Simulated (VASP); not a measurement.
ZnSe, 2 atoms in the cell. Symmetry: F-43m, No. 216, cubic system. Conventional cell: a = 5.668 Å, b = 5.668 Å, c = 5.668 Å, α = 90.00°, β = 90.00°, γ = 90.00°. Zn (site symmetry -43m) is surrounded by 4 Se at 2.45 Å. Around Se (site symmetry -43m) lie 4 Zn at 2.45 Å. 

* Program: VASP 6.6.1
* Task: relaxation of cell and atoms
* Functional: PBE
* Potentials or basis: VASP PAW PBE potentials, release 64 (Zn, Se)
* Cutoff: 520 eV
* k mesh: 10 × 10 × 10
* Occupations: gaussian, width 0.02 eV
* Spin: no spin polarisation
* Further INCAR settings: ALGO = Fast; EDIFF = 1e-07; IBRION = 2; EDIFFG = -0.002; NSW = 80; ISIF = 3

Potentials or basis: VASP PAW PBE potentials, release 64 (Zn, Se).

Launch:

```sh
$ cat potpaw_PBE.64/Zn/POTCAR potpaw_PBE.64/Se/POTCAR > POTCAR
$ mpirun -np 4 vasp_std > vasp.out
```

Hardware: 4 MPI ranks on Intel(R) Xeon(R) 6975P-C (Granite Rapids), with other jobs on the host.

Estimate the wall time of this run.

It took 26 s on 4 MPI ranks on Intel(R) Xeon(R) 6975P-C (Granite Rapids), with other jobs on the host, peak memory 0.19 GiB a rank. Counts: scf iterations 71, k points 47, ion steps 10.
